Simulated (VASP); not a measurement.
# A VASP 6.6.1 single-point calculation on GaN

INCAR

```
IBRION = -1
ISMEAR = -1
ENCUT = 520
NELM = 120
LASPH = .TRUE.
NBANDS = 16
PREC = Accurate
LREAL = .FALSE.
NSW = 0
ISIF = 2
GGA = 91
LCHARG = .FALSE.
EDIFF = 1E-7
LWAVE = .FALSE.
SIGMA = 0.02
```

KPOINTS

```
KPOINTS created by Atomic Simulation Environment
0
Gamma
10 10 10
0 0 0
```

POSCAR

```
Ga N
 1.0000000000000000
     0.0000000000000000    2.2489525411000000    2.1814839649000000
     2.2489525411000000    0.0000000000000000    2.1814839649000000
     2.2489525411000000    2.2489525411000000    0.0000000000000000
 Ga  N
   1   1
Cartesian
  0.0000000000000000  0.0000000000000000  0.0000000000000000
  1.1244762705499998  1.1244762705499998  1.0907419824500000
```

The recommended PBE PAW datasets give the neutral cell 18 valence electrons.

Command

```
mpirun -np 1 vasp_std
```

OSZICAR

```
N       E                     dE             d eps       ncg     rms          rms(c)
DAV:   1     0.825640049092E+02    0.82564E+02   -0.92606E+03  3632   0.204E+03
DAV:   2    -0.858798099555E+01   -0.91152E+02   -0.85221E+02  3760   0.332E+02
DAV:   3    -0.142642941297E+02   -0.56763E+01   -0.56567E+01  3736   0.708E+01
DAV:   4    -0.143257461704E+02   -0.61452E-01   -0.61446E-01  4200   0.786E+00
DAV:   5    -0.143265741347E+02   -0.82796E-03   -0.82796E-03  3864   0.831E-01    0.797E+00
DAV:   6    -0.121902925914E+02    0.21363E+01   -0.50327E+00  4952   0.419E+01    0.265E+00
DAV:   7    -0.121960222982E+02   -0.57297E-02   -0.34701E-01  3632   0.655E+00    0.177E+00
DAV:   8    -0.121875532749E+02    0.84690E-02   -0.52344E-02  4024   0.331E+00    0.754E-01
DAV:   9    -0.121834554537E+02    0.40978E-02   -0.14792E-02  4952   0.287E+00    0.182E-01
DAV:  10    -0.121836902213E+02   -0.23477E-03   -0.14637E-03  3928   0.565E-01    0.735E-02
DAV:  11    -0.121836091285E+02    0.81093E-04   -0.25558E-04  5056   0.255E-01    0.976E-03
DAV:  12    -0.121836129147E+02   -0.37863E-05   -0.24956E-05  3784   0.509E-02    0.879E-03
DAV:  13    -0.121836127721E+02    0.14258E-06   -0.66763E-07  4112   0.128E-02    0.317E-03
DAV:  14    -0.121836127206E+02    0.51554E-07   -0.35681E-08  2632   0.196E-03
   1 F= -.12183613E+02 E0= -.12183613E+02  d E =-.183168E-10
```

Standard output (part)

```
POSCAR found type information on POSCAR GaN
 POSCAR found :  2 types and       2 ions
 LDA part: xc-table for (Slater(with rela. corr.)+CA(PZ))
 , standard interpolation
 POSCAR, INCAR and KPOINTS ok, starting setup
 WAVECAR not read
 entering main loop
```

From OUTCAR

```
k-points           NKPTS =    102   k-points in BZ     NKDIM =    102   number of bands    NBANDS=     16

   NELECT =      18.0000    total number of electrons

   dimension x,y,z NGX =    24 NGY =   24 NGZ =   24
   dimension x,y,z NGXF=    48 NGYF=   48 NGZF=   48

  energy-cutoff  :      520.00
  volume of cell :       22.07
      direct lattice vectors                 reciprocal lattice vectors
     0.000000000  2.248952541  2.181483965    -0.222325723  0.222325723  0.229201776
     2.248952541  0.000000000  2.181483965     0.222325723 -0.222325723  0.229201776
     2.248952541  2.248952541  0.000000000     0.222325723  0.222325723 -0.229201776

 k-points in reciprocal lattice and weights: KPOINTS created by Atomic Simulation Env
   0.00000000  0.00000000  0.00000000       0.001
   0.10000000 -0.00000000  0.00000000       0.008
   0.20000000 -0.00000000  0.00000000       0.008
   0.30000000 -0.00000000  0.00000000       0.008
   0.40000000  0.00000000  0.00000000       0.008
   0.50000000 -0.00000000  0.00000000       0.004
   0.10000000  0.10000000  0.00000000       0.002
   0.20000000  0.10000000  0.00000000       0.008
   ...

 E-fermi :   6.0677

 k-point     1 :       0.0000    0.0000    0.0000
  band No.  band energies     occupation
      1     -10.5964      2.00000
      2      -7.9026      2.00000
      3      -7.9026      2.00000
      4      -7.8692      2.00000
      5      -7.5373      2.00000
      6      -7.5341      2.00000
      7       5.5820      2.00000
      8       5.5820      2.00000
      9       5.7172      2.00000
     10       7.5974      0.00000
     11      16.1051      0.00000
     12      16.1903      0.00000
     13      16.1903      0.00000
     14      23.7391      0.00000
     15      24.4311      0.00000
     16      24.4311      0.00000

 k-point     2 :       0.1000   -0.0000    0.0000
  band No.  band energies     occupation
      1     -10.4785      2.00000
      2      -7.8876      2.00000
      3      -7.8755      2.00000
      4      -7.8443      2.00000
      5      -7.5379      2.00000
      6      -7.5363      2.00000
      7       4.5434      2.00000
      8       5.4634      2.00000
      9       5.5699      2.00000
     10       8.4245      0.00000
     11      15.6422      0.00000
     12      16.3379      0.00000
     13      16.3405      0.00000
     14      23.1224      0.00000
     15      23.2144      0.00000
     16      24.0525      0.00000

 k-point     3 :       0.2000   -0.0000    0.0000
  band No.  band energies     occupation
      1     -10.1782      2.00000
      2      -7.8529      2.00000
      3      -7.8313      2.00000
      4      -7.6952      2.00000
      5      -7.5367      2.00000
      6      -7.5341      2.00000
      7       2.6936      2.00000
      8       5.1716      2.00000
      9       5.3122      2.00000
     10       9.5093      0.00000
     11      14.8445      0.00000
     12      16.5257      0.00000
     13      16.6906      0.00000
     14      22.1794      0.00000
     15      22.4800      0.00000
     16      23.0943      0.00000

 ...

  Total        1.5848368      1.5848368      2.0399142      0.0000000      0.0000000     -0.0000000
  in kB      115.0674626    115.0674626    148.1084641      0.0000000      0.0000000     -0.0000000
  external PRESSURE =     126.0811297 kB  Pullay stress =       0.0000000 kB

 POSITION                                       TOTAL-FORCE (eV/Angst)
 -----------------------------------------------------------------------------------
      0.00000      0.00000      0.00000        -0.000000     -0.000000      0.000000
      1.12448      1.12448      1.09074         0.000000      0.000000      0.000000
 -----------------------------------------------------------------------------------
    total drift:                                0.000002      0.000002      0.000001

  FREE ENERGIE OF THE ION-ELECTRON SYSTEM (eV)
  ---------------------------------------------------
  free  energy   TOTEN  =       -12.1836127206 eV

  energy  without entropy=      -12.1836127206  energy(sigma->0) =      -12.18361272
```

It converged. Results: gap between bands v and c on the k mesh 1.88 eV; least direct gap on the k mesh 1.88 eV; pressure 12.6 GPa. Band v is the last that the valence electrons fill when counted band by band, and c is the next.

For comparison, a separate PBE run of the intended cell, on usual settings and not on those above, gives a gap of 1.87 eV on its mesh and a pressure of 12.6 GPa.

The run above took about 20 s on one core of a shared host (Intel Xeon Platinum 8488C) and held 0.16 GiB at most.
